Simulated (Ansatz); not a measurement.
**Eu under changes of volume**

One of the cells (44.063 Å³/atom); the others are scaled copies at fixed shape and fractional positions:

```
CELL_PARAMETERS angstrom
1.99707 -3.47971 0.00000
1.99707 3.47971 0.00000
0.00000 0.00000 6.34073
ATOMIC_POSITIONS crystal
Eu 0.16313 0.83687 0.25000
Eu 0.83687 0.16313 0.75000
```

This isn't the form of Eu at room conditions, which is bcc.

| Quantity | Value |
| --- | --- |
| Program | Ansatz 0.2.0 |
| Functional | PBE |
| Potentials or basis | Ansatz PAW |
| Cutoff | 420 eV (not typed: the program's choice for these potentials) |
| k mesh | 8 × 8 × 4 |
| Occupations | fermi-dirac, width 0.05 eV |
| Spin | collinear spin, ferromagnetic start |
| Starting moments | [7.0, 7.0] μB |

```tsv
volume (Å³/atom)	energy over the lowest point (meV/atom)	pressure (GPa)	moment (μB per cell)	largest force (eV/Å)
41.419	0.43	0.3	15.22	0.023
42.301	0.00	-0.1	15.24	0.023
43.182	1.31	-0.4	15.24	0.023
44.063	4.20	-0.6	15.25	0.022
44.944	8.57	-0.9	15.25	0.022
45.826	14.25	-1.1	15.26	0.022
46.707	?	?	?	?
```

Q: What does the run at 46.707 Å³/atom give?

A: Energy over the lowest point 21.14 meV/atom; pressure -1.3 GPa; moment 15.25 μB per cell; largest force 0.021 eV/Å.

Worked out: A Birch-Murnaghan fit of order 3 (a polynomial in V^(-2/3)) to the other rows has its minimum at 42.07 Å³/atom with B0 = V·E''(V) = 15.5 GPa and B' = 3.3 at fixed shape and positions, which overstates the stiffness. It gives 21.15 meV/atom at 46.707 Å³/atom, against the run's 21.14, and -dE/dV = -1.4 GPa, against -1.3. A straight line through the other rows of the moment, of slope 0.00778 μB per Å³/atom, extrapolates to 15.27 μB, against the run's 15.25.

Energies are extrapolated to zero smearing.
